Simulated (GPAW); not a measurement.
## STM contrast on B/W(100)

Aim: Tersoff-Hamann images of B/W(100) at several biases.

Program: GPAW 26.7.0. Level of theory: GPAW, PAW setups; slab in vacuum, relaxation, in the first sound run; inputs show where later runs differ. Results are calculated unless marked as measured.

Most raw output is cut from this account.

### 1. Starting point

The cell holds 6 atoms: 5 W and 1 B. Cell: a = 3.160 Å, b = 3.160 Å, c = 26.206 Å, α = 90.0°, β = 90.0°, γ = 90.0°. Vacuum lies along c.

### 2. Relaxing the atoms

Forces are removed first; all later runs use this geometry. The lowest 3 atoms are held at bulk positions and keep their forces.

run.py

```python
import json
import numpy as np
from ase import Atoms
from ase.constraints import FixAtoms
from ase.optimize import BFGS
from gpaw import GPAW, PW

slab = Atoms(
    ['W', 'W', 'W', 'W', 'W', 'B'],
    positions=[
        [0.00000, 0.00000, 9.00000],
        [1.58000, 1.58000, 10.58000],
        [0.00000, 0.00000, 12.16000],
        [1.58000, 1.58000, 13.74000],
        [0.00000, 0.00000, 15.32000],
        [1.58000, 0.00000, 17.20552]],
    cell=[[3.16, 0.0, 0.0], [0.0, 3.16, 0.0], [0.0, 0.0, 26.20552]],
    pbc=[True, True, False])

slab.calc = GPAW(mode=PW(500), xc='PBE', kpts={'size': (10, 10, 1), 'gamma': True},
                 occupations={'name': 'fermi-dirac', 'width': 0.1}, nbands='200%',
                 convergence={'density': 1e-05}, maxiter=200,
                 poissonsolver={'dipolelayer': 'xy'},
                 symmetry={'tolerance': 1e-3, 'extra_ids': [1, 1, 1, 0, 0, 0]}, txt='slab.txt')
result = {}
slab.set_constraint(FixAtoms([0, 1, 2]))
path = []
opt = BFGS(slab, maxstep=0.2)
opt.attach(lambda: path.append((slab.get_potential_energy(), slab.positions.tolist(), slab.get_forces().tolist())))
result['relaxed'] = bool(opt.run(fmax=0.03, steps=40))
result['path'] = path
energy = slab.get_potential_energy()
fermi = slab.calc.get_fermi_level()
v = slab.calc.get_electrostatic_potential().mean((0, 1)) - fermi
n = slab.calc.get_pseudo_density().mean((0, 1))
L = slab.cell[2, 2]
z = np.arange(len(v)) * L / len(v)
low, high = slab.positions[:, 2].min(), slab.positions[:, 2].max()
below, above = np.interp([low - 6.8, high + 6.8], z, v)
slopes = [np.interp(x, z, np.gradient(v, z)) for x in (low - 6.8, high + 6.8)]
eps = np.array([[slab.calc.get_eigenvalues(k, s) for k in range(len(slab.calc.get_ibz_k_points()))]
                for s in range(slab.calc.get_number_of_spins())]) - fermi
top, bottom = eps[eps < 0].max(), eps[eps > 0].min()
dipole = slab.get_dipole_moment()[2]
print(f'energy {energy:.4f} eV, Fermi level {fermi:.4f} eV, dipole {dipole:.5f} e A')
print(f'potential 6.8 A off the faces, from the Fermi level: lower {below:.4f} eV, upper {above:.4f} eV')
print(f'slope of the potential there: lower {slopes[0]:.5f}, upper {slopes[1]:.5f} eV/A')
print(f'nearest levels on the mesh: {top:.4f} and {bottom:.4f} eV')
print('magnetic moment', round(slab.get_magnetic_moment(), 3))
result.update(energy=energy, fermi=fermi, dipole=dipole, below=below, above=above, slopes=slopes, edges=[top, bottom],
              z=z.tolist(), v=v.tolist(), n=n.tolist(), positions=slab.positions.tolist(),
              forces=slab.get_forces(apply_constraint=False).tolist(), moments=slab.get_magnetic_moments().tolist())
json.dump(result, open('result.json', 'w'))
```

Run with:

```sh
OMP_NUM_THREADS=1 OPENBLAS_NUM_THREADS=1 python run.py
```

Run time: 87 min. Hardware: 1 thread of Intel Xeon Platinum 8488C (Sapphire Rapids), shared host; peak memory 0.56 GiB.

The steps of the relaxation:

```csv
step,energy less that of the first step (eV),largest force (eV/Å)
1,0.0000,2.6476
2,-0.1764,2.5559
3,-0.7598,0.7713
4,-0.7691,0.9216
5,-0.7803,0.5885
6,-0.7966,0.4790
7,-0.8156,0.5085
8,-0.8262,0.4953
9,-0.8376,0.5065
10,-0.8434,0.3751
11,-0.8484,0.1269
12,-0.8492,0.0413
13,-0.8492,0.0051
```

The atoms that moved most (Å):

```csv
atom,dx,dy,dz,length
B6,0.000,0.000,-0.436,0.436
W5,0.000,0.000,0.050,0.050
W4,0.000,0.000,0.037,0.037
```

Final coordinates:

```xyz
6
Lattice="3.1600 0.0000 0.0000 0.0000 3.1600 0.0000 0.0000 0.0000 26.2055" Properties=species:S:1:pos:R:3
W     0.0000    0.0000    9.0000
W     1.5800    1.5800   10.5800
W     0.0000    0.0000   12.1600
W     1.5800    1.5800   13.7767
W     0.0000    0.0000   15.3700
B     1.5800    0.0000   16.7697
```

This step gave:

```
dipole along the normal                    : -0.04625 e·Å
levels nearest the Fermi level on the mesh : -0.008754, 2.09e-6 eV from the Fermi level
upper work function                        : 5.104 eV
lower work function                        : 4.260 eV
```

The electrostatic potential energy of an electron (without an applied field's), less the Fermi level, planar mean by z:

z (Å), electrostatic potential energy of an electron (without an applied field's), less the Fermi level, planar mean (eV) and a bar from the least value:
```
      0.0        4.7 #############################
      0.5        4.3 #############################
      1.0        4.3 #############################
      1.5        4.3 #############################
      2.0        4.3 #############################
      2.5        4.3 #############################
      3.0        4.3 #############################
      3.5        4.3 #############################
      4.0        4.3 #############################
      4.5        4.3 #############################
      5.0        4.3 #############################
      5.5        4.2 #############################
      6.0        4.2 #############################
      6.5        4.1 #############################
      7.0        3.7 ############################
      7.5        2.7 ###########################
      8.0       -0.4 #######################
      8.5       -9.7 ############
      9.0      -19.9 
      9.5      -11.7 ##########
     10.0      -10.3 ############
     10.5      -20.2 
     11.0      -13.9 #######
     11.5       -9.7 ############
     12.0      -19.3 #
     12.5      -15.5 ######
     13.0       -8.4 ##############
     13.5      -16.8 ####
     14.0      -18.0 ###
     14.5       -8.8 ##############
     15.0      -14.6 #######
     15.5      -19.0 #
     16.0       -7.1 ################
     16.5       -4.8 ##################
     17.0       -3.6 ####################
     17.5        2.6 ###########################
     18.0        4.5 #############################
     18.5        5.0 ##############################
     19.0        5.1 ##############################
     19.5        5.1 ##############################
     20.0        5.1 ##############################
     20.5        5.1 ##############################
     21.0        5.1 ##############################
     21.5        5.1 ##############################
     22.0        5.1 ##############################
     22.5        5.1 ##############################
     23.0        5.1 ##############################
     23.5        5.1 ##############################
     24.0        5.1 ##############################
     24.5        5.1 ##############################
     25.0        5.1 ##############################
     25.5        5.1 ##############################
     26.0        4.9 ##############################
```

The pseudo valence density, planar mean oscillates, so the rows of the table below give means over windows of 1.59 Å about each position, cut where the curve ends. Its maxima inside the range that stand out by 2 % of the span (Å: e/Å³): 9.0: 1.34, 10.7: 1.32, 12.2: 1.37, 13.9: 1.34, 15.3: 1.34. Its minima: 9.7: 0.534, 11.4: 0.524, 12.9: 0.503, 14.6: 0.515.

Table of pseudo valence density, planar mean by z; means over each step:

```csv
z (Å),"pseudo valence density, planar mean (e/Å³)"
3.98,2.7e-5
5.57,9.5e-4
7.16,0.0329
8.75,0.757
10.34,0.884
11.93,0.884
13.52,0.871
15.11,0.863
16.70,0.280
18.29,0.0247
19.88,2.7e-4
21.47,2.6e-6
```

The relaxation lowered the energy of the cell by 0.849 eV (energies extrapolated to zero smearing; the optimiser's log prints free energies). The largest force left on a free atom is 0.0051 eV/Å.

### 3. Plane waves, PBE

With the geometry fixed, the planar mean of the potential gives the vacuum level on each side.

This step: GPAW, PAW setups; slab in vacuum (GPAW 26.7.0).

Edit run.py of step 2 so:

```diff
@@ -3,4 +3,3 @@
 from ase import Atoms
-from ase.constraints import FixAtoms
-from ase.optimize import BFGS
+from ase.dft.stm import STM
 from gpaw import GPAW, PW
@@ -13,5 +12,5 @@
         [0.00000, 0.00000, 12.16000],
-        [1.58000, 1.58000, 13.74000],
-        [0.00000, 0.00000, 15.32000],
-        [1.58000, 0.00000, 17.20552]],
+        [1.58000, 1.58000, 13.77674],
+        [0.00000, -0.00000, 15.36997],
+        [1.58000, 0.00000, 16.76973]],
     cell=[[3.16, 0.0, 0.0], [0.0, 3.16, 0.0], [0.0, 0.0, 26.20552]],
@@ -23,10 +22,4 @@
                  poissonsolver={'dipolelayer': 'xy'},
-                 symmetry={'tolerance': 1e-3, 'extra_ids': [1, 1, 1, 0, 0, 0]}, txt='slab.txt')
+                 symmetry={'tolerance': 1e-3}, txt='slab.txt')
 result = {}
-slab.set_constraint(FixAtoms([0, 1, 2]))
-path = []
-opt = BFGS(slab, maxstep=0.2)
-opt.attach(lambda: path.append((slab.get_potential_energy(), slab.positions.tolist(), slab.get_forces().tolist())))
-result['relaxed'] = bool(opt.run(fmax=0.03, steps=40))
-result['path'] = path
 energy = slab.get_potential_energy()
@@ -52,2 +45,16 @@
               forces=slab.get_forces(apply_constraint=False).tolist(), moments=slab.get_magnetic_moments().tolist())
+
+# Images need the states of the whole zone, up to time reversal
+slab.calc = slab.calc.fixed_density(symmetry={'point_group': False}, txt='states.txt', nbands='290%',
+                                    convergence={'bands': 'CBM+1.8'})
+stm = STM(slab)
+result['stm'] = []
+for bias in [-2.0, -1.0, 1.5]:
+    height = high + 3.0
+    current = stm.get_averaged_current(bias, height)
+    x, y, h = stm.scan(bias, current)
+    i, f = divmod(height / L * stm.ldos.shape[2], 1)
+    I = abs((1 - f) * stm.ldos[:, :, int(i)] + f * stm.ldos[:, :, int(i) + 1])
+    print(f'bias {bias} V: mean current at 3.0 A {current:.4e}, corrugation {np.ptp(h):.4f} A')
+    result['stm'].append(dict(bias=bias, current=current, h=(h - high).tolist(), I=I.tolist()))
 json.dump(result, open('result.json', 'w'))
```

The job ended after 13 min (1 thread; peak memory 1.3 GiB).

Numbers from this step:

```yaml
dipole_along_the_normal: -0.04643 e·Å
levels_nearest_the_fermi_level_on_the_mesh: -1.06e-4, 9.24e-5 eV from the Fermi level
upper_work_function: 5.105 eV
corrugation_minus_2: 0.2538 Å
corrugation_minus_1: 0.3096 Å
corrugation_1p5: 0.8509 Å
```

The electrostatic potential energy of an electron (without an applied field's), less the Fermi level, planar mean oscillates, so the rows of the table below give means over windows of 1.64 Å about each position, cut where the curve ends. Its maxima inside the range that stand out by 2 % of the span (Å: eV): 9.8: -8.59, 11.3: -9.12, 13.0: -8.36, 14.6: -8.54, 16.3: -3.93. Its minima: 9.0: -20.0, 10.6: -20.6, 12.2: -20.6, 13.8: -20.5, 15.3: -20.2, 16.8: -6.58.

Electrostatic potential energy of an electron (without an applied field's), less the Fermi level, planar mean against z; means over each step:

```csv
z (Å),"electrostatic potential energy of an electron (without an applied field's), less the Fermi level, planar mean (eV)"
0.82,4.31
2.46,4.26
4.10,4.26
5.74,4.21
7.38,2.28
9.02,-13.0
10.66,-14.3
12.30,-14.2
13.94,-14.1
15.58,-12.6
17.22,-0.726
18.86,4.99
20.50,5.10
22.14,5.10
23.78,5.10
25.42,5.07
```

The pseudo valence density, planar mean oscillates, so the rows of the table below give means over windows of 1.59 Å about each position, cut where the curve ends. Its maxima inside the range that stand out by 2 % of the span (Å: e/Å³): 9.0: 1.34, 10.7: 1.32, 12.2: 1.37, 13.9: 1.34, 15.3: 1.34. Its minima: 9.7: 0.534, 11.4: 0.524, 12.9: 0.503, 14.6: 0.515.

The pseudo valence density, planar mean by z; means over each step:

z (Å), pseudo valence density, planar mean (e/Å³) and a bar:
```
     3.98       0.00 
     5.57       0.00 
     7.16       0.03 #
     8.75       0.76 ##########################
    10.34       0.88 ##############################
    11.93       0.88 ##############################
    13.52       0.87 ##############################
    15.11       0.86 #############################
    16.70       0.28 #########
    18.29       0.02 #
    19.88       0.00 
    21.47       0.00
```

Tip height over the top atom over a1 and a2. Sample bias -2 V, constant current at the mean current 3.0 Å over the top atom.

Ten even steps from '0' (2.85 Å) to '9' (3.10 Å):
```
777888999999988877
777788889998888777
666777888888877766
555666777777766655
334455566666555443
222334445554443322
011122333333322111
000011222222211000
000001122222110000
000011222222211000
011122333333322111
222334445554443322
334455566666555443
555666777777766655
666777888888877766
777788889998888777
777888999999988877
778888999999988887
```
Columns: a1 from 0 to 0.944; rows upwards: a2 from 0 to 0.944.

Local density of states summed over the bias window over a1 and a2. Sample bias -2 V, constant height 3.0 Å over the top atom.

Values in units of 1e-5 arbitrary, 12 rows by 16 columns, each cell a mean:
```
4.9 5.0 5.1 5.3 5.5 5.6 5.8 5.9 5.9 5.8 5.7 5.6 5.4 5.3 5.1 5.0
4.6 4.7 4.8 4.9 5.1 5.2 5.4 5.5 5.5 5.5 5.4 5.2 5.1 4.9 4.8 4.7
4.1 4.1 4.2 4.3 4.5 4.6 4.7 4.8 4.8 4.8 4.7 4.6 4.4 4.3 4.2 4.1
3.6 3.6 3.7 3.8 3.9 4.1 4.2 4.2 4.2 4.2 4.2 4.0 3.9 3.8 3.7 3.6
3.2 3.2 3.2 3.3 3.4 3.5 3.6 3.7 3.7 3.7 3.6 3.5 3.4 3.3 3.2 3.2
3.0 3.0 3.1 3.1 3.2 3.3 3.4 3.5 3.5 3.5 3.4 3.3 3.2 3.1 3.1 3.0
3.1 3.1 3.2 3.3 3.4 3.5 3.6 3.6 3.6 3.6 3.5 3.5 3.3 3.2 3.2 3.1
3.4 3.4 3.5 3.6 3.7 3.8 3.9 4.0 4.0 4.0 3.9 3.8 3.7 3.6 3.5 3.4
3.9 4.0 4.1 4.2 4.3 4.5 4.6 4.6 4.7 4.6 4.6 4.4 4.3 4.2 4.1 4.0
4.4 4.5 4.6 4.7 4.9 5.0 5.1 5.2 5.2 5.2 5.1 5.0 4.8 4.7 4.5 4.4
4.9 4.9 5.1 5.2 5.4 5.5 5.7 5.8 5.8 5.8 5.7 5.5 5.4 5.2 5.0 4.9
5.0 5.1 5.2 5.4 5.6 5.7 5.9 6.0 6.0 6.0 5.9 5.7 5.6 5.4 5.2 5.1
```
Columns: a1 from 0 to 0.944; rows upwards: a2 from 0 to 0.944.

Tip height over the top atom over a1 and a2. Sample bias -1 V, constant current at the mean current 3.0 Å over the top atom.

Values in Å, 12 rows by 16 columns, each cell a mean:
```
2.99 3.00 3.01 3.04 3.06 3.07 3.09 3.11 3.11 3.11 3.09 3.07 3.05 3.03 3.01 3.00
2.97 2.98 2.99 3.02 3.04 3.06 3.07 3.09 3.09 3.09 3.07 3.06 3.04 3.02 2.99 2.98
2.92 2.93 2.95 2.98 3.00 3.03 3.04 3.05 3.06 3.05 3.04 3.02 3.00 2.98 2.95 2.93
2.87 2.88 2.91 2.94 2.97 2.99 3.01 3.03 3.03 3.03 3.01 2.99 2.97 2.93 2.90 2.88
2.83 2.84 2.86 2.89 2.92 2.95 2.98 2.99 3.00 2.99 2.98 2.95 2.92 2.88 2.86 2.84
2.81 2.82 2.84 2.87 2.90 2.94 2.96 2.98 2.98 2.98 2.96 2.93 2.90 2.87 2.84 2.82
2.83 2.83 2.85 2.88 2.91 2.95 2.97 2.99 2.99 2.99 2.97 2.94 2.91 2.88 2.85 2.83
2.86 2.86 2.88 2.92 2.95 2.98 3.00 3.01 3.02 3.01 3.00 2.98 2.95 2.91 2.88 2.86
2.91 2.92 2.94 2.97 3.00 3.02 3.04 3.05 3.05 3.05 3.04 3.02 2.99 2.97 2.94 2.91
2.95 2.96 2.98 3.00 3.03 3.05 3.06 3.07 3.08 3.07 3.06 3.05 3.03 3.00 2.98 2.96
2.99 2.99 3.01 3.03 3.05 3.07 3.09 3.10 3.11 3.10 3.09 3.07 3.05 3.03 3.01 2.99
3.00 3.00 3.02 3.04 3.06 3.08 3.10 3.12 3.12 3.11 3.10 3.08 3.06 3.04 3.02 3.00
```
Columns: a1 from 0 to 0.944; rows upwards: a2 from 0 to 0.944.

Local density of states summed over the bias window over a1 and a2. Sample bias -1 V, constant height 3.0 Å over the top atom.

Ten even steps from '0' (0.83 × 1e-5 arbitrary) to '9' (1.90 × 1e-5 arbitrary):
```
445567899999876554
444567789998776544
334456778887765443
223345667776654332
112334556665543321
111223455555432211
000122344444322100
000112334443321100
000012233433221000
000112334443321100
000122344444322100
111223455555432211
112334556665543321
223345667776654332
334456778887765443
444567789998776544
445567899999876554
445667899999876654
```
Columns: a1 from 0 to 0.944; rows upwards: a2 from 0 to 0.944.

(Part 1 of 2 ends here.)

[Logs are printed without paths, hosts, clocks, repeated set-up lines and the standing remarks that a program may print on its own settings, such as how far it seeks lower states.]

[Hosts, paths, dates, database ids (printed as entryN), source tags and the programs' standing remarks are cut or masked in the printed files.]
